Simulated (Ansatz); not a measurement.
Here is an Ansatz 0.2.0 calculation.

File input.yaml:

```yaml
crystal:
  lattice:
    - [0.015723, 2.155678, 2.173512]
    - [2.200897, 0.025719, 2.163516]
    - [2.235014, 2.179799, -0.008398]
  atoms:
    - { symbol: Si, position: [0.0, 0.0, 0.0] }
    - { symbol: C, position: [0.75, 0.75, 0.75] }
hamiltonian:
  xc: pbe
  pseudopotentials: { kind: paw, level: accurate }
kpoints:
  mp_grid: { grid: [8, 8, 8] }
scf:
  occupations: { method: fermi_dirac, width: 0.05 }
output:
  forces: true
  stress: true
  eigenvalues: true
```

Potentials or basis: Ansatz PAW earlier set.

Run with:

```sh
$ ansatz run input.yaml --threads 1 --pin off --max-ram 2560MiB --backend cpu --events-out ev --progress --plain --runs-dir out
```

Task: Estimate the largest force.

Result: 0.204 eV/Å.

Task: Predict the pressure.

Result: 3.4 GPa.

Task: Predict the band gap on the k mesh.

Result: 1.16 eV, indirect (least direct gap 4.35 eV).

Stress tensor (GPa, compression positive):
```
-0.32 -6.20  2.26
-6.20  6.26 -0.28
 2.26 -0.28  4.24
```

A k mesh can miss the band edges.
